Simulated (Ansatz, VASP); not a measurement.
# Be2S: VASP beside Ansatz

```
Be S
1.0
     3.25550    0.00000    0.00000
    -1.62775    2.81934    0.00000
     0.00000    0.00000    4.44923
Be S
2 1
Direct
  0.33333 0.66667 0.73438
  0.33333 0.66667 0.26562
  0.00000 0.00000 0.00000
```

Alike in both runs: functional PBE; k mesh 12 × 12 × 8; occupations gaussian, width 0.1 eV; no spin polarisation.

Ansatz relaxed the structure, and its values are those at the end. VASP's run is a single point on that final structure, the one shown.

|  | VASP | Ansatz |
| --- | --- | --- |
| version | VASP 6.6.1 | Ansatz 0.2.0 |
| potentials or method | VASP PAW PBE potentials, release 64 (Be, S) | scalar-relativistic, plane waves, PAW |
| plane-wave cutoff (eV) | 520 | 420 |
| valence electrons in the cell | 10 | 10 |

|  | VASP | Ansatz | Ansatz less VASP |
| --- | --- | --- | --- |
| gap on the k mesh at the Fermi level (eV) | none | none | - |
| pressure (GPa) | 0.0 | 0.0 | 0.00 |

A gap of «none» marks a metal or a gap that the smearing closes.
